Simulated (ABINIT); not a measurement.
# Al (Fm-3m) in ABINIT: settings compared, part 2 of 2

ABINIT 10.8.3 (patched build).

### 5 Equation of state, LDA-Teter

Contents of run.abi:

```
# Datasets: one volume each
ndtset 7
getwfk -1
scalecart1 3*0.9795861087
scalecart2 3*0.9864848297
scalecart3 3*0.9932883884
scalecart4 3*1.0000000000
scalecart5 3*1.0066227096
scalecart6 3*1.0131594038
scalecart7 3*1.0196128224

# Pseudopotentials
pp_dirpath "./"
pseudos "Al.LDA_PW-JTH.xml"

# Structure
acell 3*1.0 Angstrom
rprim
     0.0000000000     2.0248050000     2.0248050000
     2.0248050000     0.0000000000     2.0248050000
     2.0248050000     2.0248050000     0.0000000000
ntypat 1
znucl 13
natom 1
typat 1
xred
     0.0000000000     0.0000000000     0.0000000000

# Plane-wave basis
ecut 20.0
pawecutdg 40.0

# k points
kptopt 1
ngkpt 11 11 11
nshiftk 1
shiftk 0.0 0.0 0.0

# Exchange and correlation
ixc 1

# Bands and occupations
nband 6
occopt 3
tsmear 0.00183747

# SCF cycle
nstep 100
tolvrs 1.0e-9

# Output
iomode 3
prtwf 1
prtden 0
prteig 0
prtebands 0
enunit 1
```

Potentials or basis: JTH PAW LDA v2.0.

Run with:

```bash
abinit run.abi > log 2>&1
```

run.abo:

```text
.Version 10.8.3 of ABINIT
 DATASET    1 : space group Fm -3 m (#225); Bravais cF (face-center cubic)
================================================================================
 Values of the parameters that define the memory need for DATASET  1.
     intxc =       0    ionmov =       0      iscf =      17    lmnmax =       8
     lnmax =       4     mgfft =      24  mpssoang =       2    mqgrid =    3001
     natom =       1  nloc_mem =       2    nspden =       1   nspinor =       1
    nsppol =       1      nsym =      48    n1xccc =       1    ntypat =       1
    occopt =       3   xclevel =       1
       mpw =         462          nfft =       13824          nkpt =          56
 PAW method is used; the additional fine FFT grid is defined by:
   mgfftf=        32    nfftf =     32768
================================================================================
================================================================================
[... 71 lines left out ...]
 DATASET    7 : space group Fm -3 m (#225); Bravais cF (face-center cubic)
[... 1311 lines left out ...]
            fcart6    -0.0000000000E+00 -0.0000000000E+00 -0.0000000000E+00
            fcart7    -0.0000000000E+00 -0.0000000000E+00 -0.0000000000E+00
            rprim1     0.0000000000E+00  1.9834708508E+00  1.9834708508E+00
                       1.9834708508E+00  0.0000000000E+00  1.9834708508E+00
                       1.9834708508E+00  1.9834708508E+00  0.0000000000E+00
[... 17 lines left out ...]
                       2.0645171409E+00  2.0645171409E+00  0.0000000000E+00
           strten1    -4.2463020309E-05 -4.2463020309E-05 -4.2463020309E-05
                       0.0000000000E+00  0.0000000000E+00  0.0000000000E+00
           strten2     1.9343960521E-05  1.9343960521E-05  1.9343960521E-05
                       0.0000000000E+00  0.0000000000E+00  0.0000000000E+00
           strten3     7.4477765298E-05  7.4477765298E-05  7.4477765298E-05
                       0.0000000000E+00  0.0000000000E+00  0.0000000000E+00
           strten4     1.2357482916E-04  1.2357482916E-04  1.2357482916E-04
                       0.0000000000E+00  0.0000000000E+00  0.0000000000E+00
           strten5     1.6718166532E-04  1.6718166532E-04  1.6718166532E-04
                       0.0000000000E+00  0.0000000000E+00  0.0000000000E+00
           strten6     2.0578507180E-04  2.0578507180E-04  2.0578507180E-04
                       0.0000000000E+00  0.0000000000E+00  0.0000000000E+00
           strten7     2.3983533673E-04  2.3983533673E-04  2.3983533673E-04
                       0.0000000000E+00  0.0000000000E+00  0.0000000000E+00
 Calculation completed.
```

Wall time 17 s (1 thread of Arm Neoverse V1, shared host); peak memory 0.11 GiB.

What came out:

```
Equilibrium volume                      : 15.84 Å³/atom
Bulk modulus                            : 85 GPa
Pressure derivative of the bulk modulus : 4.6
```

Energy against volume, from the lowest point:
```
volume (Å³/atom)  energy (meV/atom)
          15.607               0.75
          15.939               0.00
          16.271               2.80
          16.603               8.80
          16.935              17.62
          17.267              28.96
          17.599              42.52
```

Caveat: pressures at fixed basis lie under the slope of the energies.

### 6 Equation of state, LDA-Teter

run.abi, as its differences from that of step 5:

```diff
@@ -13,10 +13,10 @@
 pp_dirpath "./"
-pseudos "Al.LDA_PW-JTH.xml"
+pseudos "Al.upf"
 
 # Structure
-acell 3*1.0 Angstrom
+acell 3*1.0
 rprim
-     0.0000000000     2.0248050000     2.0248050000
-     2.0248050000     0.0000000000     2.0248050000
-     2.0248050000     2.0248050000     0.0000000000
+     0.0000000000     3.8263269058     3.8263269058
+     3.8263269058     0.0000000000     3.8263269058
+     3.8263269058     3.8263269058     0.0000000000
 ntypat 1
@@ -29,4 +29,3 @@
 # Plane-wave basis
-ecut 20.0
-pawecutdg 40.0
+ecut 22.0
 
@@ -44,3 +43,3 @@
 occopt 3
-tsmear 0.00183747
+tsmear 0.05 eV
 
@@ -48,3 +47,3 @@
 nstep 100
-tolvrs 1.0e-9
+tolvrs 1.0e-10
```

Potentials or basis: PseudoDojo NC SR LDA v0.4.1 standard.

Run with:

```bash
abinit run.abi > log 2>&1
```

It took 21 s on 1 thread of Arm Neoverse V1, shared host; peak memory 0.11 GiB.

Results (log left out):

- Equilibrium volume: 15.80 Å³/atom
- Bulk modulus: 85 GPa
- Pressure derivative of the bulk modulus: 4.6

Energy against volume, from the lowest point:
| volume (Å³/atom) | energy (meV/atom) |
| --- | --- |
| 15.607 | 0.34 |
| 15.939 | 0.00 |
| 16.271 | 3.17 |
| 16.603 | 9.46 |
| 16.935 | 18.54 |
| 17.267 | 30.10 |
| 17.599 | 43.84 |

Caveat: pressures at fixed basis lie under the slope of the energies.

### 7 Summary

| task | level | potentials or basis | cutoff (eV) | fine-grid cutoff | gap on the mesh (eV) | pressure (GPa) | V0 of scaled cells (Å³/atom) | B0 (GPa) |
| --- | --- | --- | --- | --- | --- | --- | --- | --- |
| band structure | RPBE | PseudoDojo NC SR PBE v0.4.1 standard | 544 | - | none | -0.5 | - | - |
| equation of state | AM05 | JTH PAW PBE v2.0 | 544 | 1088.46 eV | - | - | 16.13 | 88 |
| band structure | LDA-Teter | PseudoDojo NC SR LDA v0.4.1 standard | 599 | - | none | -3.7 | - | - |
| equation of state | LDA-Teter | JTH PAW LDA v2.0 | 544 | 1088.46 eV | - | - | 15.84 | 85 |
| equation of state | LDA-Teter | PseudoDojo NC SR LDA v0.4.1 standard | 599 | - | - | - | 15.80 | 85 |

Alike in all rows: no spin polarisation; cell as given; k mesh 11 × 11 × 11; smearing fermi-dirac 0.05 eV.

Caveats: pressures at fixed basis lie under the slope of the energies (some runs); the potentials were made for another functional, which shifts forces and pressure (some runs); the PAW data sets were made with another functional, which shifts forces and pressure a little (some runs).

Absolute energies hang on the potentials; compare differences alone.

### 8 How close it comes

Step 3. A measured bulk modulus of Al is 76.9 GPa (quoted in “The interpretation of polycrystalline coherent inelastic neutron scattering from aluminium”, 2013, pmc:3831299); the calculated 88 GPa misses it by +13.9 %. The fit is for a static lattice scaled at fixed shape and fixed fractional positions. The cell as given is a measured one (16.60 Å³/atom); AM05 puts the equilibrium volume -2.9 % from it, thermal expansion not counted.

Step 5. Against the measured bulk modulus of Al, 76.9 GPa (quoted in “The interpretation of polycrystalline coherent inelastic neutron scattering from aluminium”, 2013, pmc:3831299), the calculated 85 GPa is off by +10.8 %. The fit is for a static lattice scaled at fixed shape and fixed fractional positions. The cell as given is a measured one (16.60 Å³/atom); LDA-Teter puts the equilibrium volume -4.6 % from it, thermal expansion not counted.

Step 6. Measured bulk modulus of Al: 76.9 GPa (quoted in “The interpretation of polycrystalline coherent inelastic neutron scattering from aluminium”, 2013, pmc:3831299). This calculation gives 85 GPa (+10.1 %). The fit is for a static lattice scaled at fixed shape and fixed fractional positions. The cell as given is a measured one (16.60 Å³/atom); LDA-Teter puts the equilibrium volume -4.8 % from it, thermal expansion not counted.
